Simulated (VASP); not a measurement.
Set up this calculation in VASP 6.6.1, as the native input.

- Task: relaxation of cell and atoms
- Functional: rev-vdW-DF2
- Potentials or basis: VASP PAW PBE potentials, release 64 (C)
- Cutoff: 600 eV
- k mesh: 12 × 12 × 4
- Occupations: gaussian, width 0.03 eV
- Spin: no spin polarisation
- Further INCAR settings: ALGO = Normal; EDIFF = 1e-06; IBRION = 2; EDIFFG = -0.01; NSW = 90; ISIF = 3

The structure of C lies in POSCAR:

```
C
1.0
    2.4672912616      0.0000000000      0.0000000000
   -1.2336456308      2.1367369111      0.0000000000
    0.0000000000      0.0000000000      7.8030730000
C
4
Direct
    0.0000000000      0.0000000000      0.2500000000
    0.0000000000      0.0000000000      0.7500000000
    0.3333333300      0.6666666700      0.2500000000
    0.6666666700      0.3333333300      0.7500000000
```

One way to write it, as run:

INCAR

```
PREC = Accurate
ENCUT = 600
EDIFF = 1E-6
ISMEAR = 0
SIGMA = 0.03
LREAL = F
LASPH = T
NELM = 80
ALGO = Normal
ISIF = 3
LWAVE = F
LCHARG = F
GGA = MK
LUSE_VDW = T
AGGAC = 0.0
PARAM1 = 0.1234
PARAM2 = 0.711357
ZAB_VDW = -1.8867
IBRION = 2
NSW = 90
EDIFFG = -0.01
```

KPOINTS

```
regular mesh
0
Gamma
  12 12 4
```

Potentials or basis: VASP PAW PBE potentials, release 64 (C).

Run with:

```bash
$ cat potpaw_PBE.64/C/POTCAR > POTCAR
$ mpirun -np 1 vasp_std > vasp.out
```

Results of the run:

* Relaxed volume: 8.61 Å³/atom
* Relaxed cell: a = 2.464 Å, b = 2.464 Å, c = 6.551 Å, α = 90.00°, β = 90.00°, γ = 120.00°
* Space group after relaxing (to 0.05 Å): P6_3/mmc (No. 194)
* Energy gained by relaxing: 20.3 meV/atom
* Ionic steps: 15
* Pressure after relaxing: 0.1 GPa
* Band gap on the k mesh: none (metal or under the smearing width)

Caveat: the volume moved by over 15 % at a fixed basis, so the end points are rough; the PAW data sets were made with another functional, which shifts forces and pressure a little.

Run time: 5.1 min on 1 thread of Intel(R) Xeon(R) 6975P-C (Granite Rapids) (shared host), peak memory 0.35 GiB.
